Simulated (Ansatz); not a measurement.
The system is HgTe (Coloradoite).

```
Hg Te
1.0
     0.00000    3.21450    3.21450
     3.21450    0.00000    3.21450
     3.21450    3.21450    0.00000
Hg Te
1 1
Direct
  0.00000 0.00000 0.00000
  0.75000 0.75000 0.75000
```

* Program: Ansatz 0.2.0
* Task: relaxation of cell and atoms
* Functional: PBE
* Potentials or basis: all-electron LAPW, scalar-relativistic
* Basis error allowed: 0.001 eV/atom
* k mesh: 7 × 7 × 7
* Occupations: fermi-dirac, width 0.05 eV
* Spin: no spin polarisation

At the start: volume 33.22 Å³/atom.

Q: How do energy, volume and symmetry change on relaxing?

A: Over 5 steps the energy falls by 45.9 meV/atom and the volume is 36.82 Å³/atom (+10.8 %); space group F-43m (No. 216, to 0.05 Å).

Step by step:
```csv
step,energy change (eV),largest force (eV/Å),volume (Å³)
1,0.0000,0.0000,66.43
2,-0.0796,0.0000,76.63
3,-0.0913,0.0000,74.19
4,-0.0919,0.0000,73.64
5,-0.0919,0.0000,73.64
```

Final structure:
```yaml
crystal:
  lattice:
    - [0.00000, 3.32676, 3.32676]
    - [3.32676, 0.00000, 3.32676]
    - [3.32676, 3.32676, 0.00000]
  atoms:
    - { symbol: Hg, position: [0.00000, 0.00000, 0.00000] }
    - { symbol: Te, position: [0.75000, 0.75000, 0.75000] }
```

Caveat: the volume moved by +11 % from the deposited cell, more than functionals usually miss.
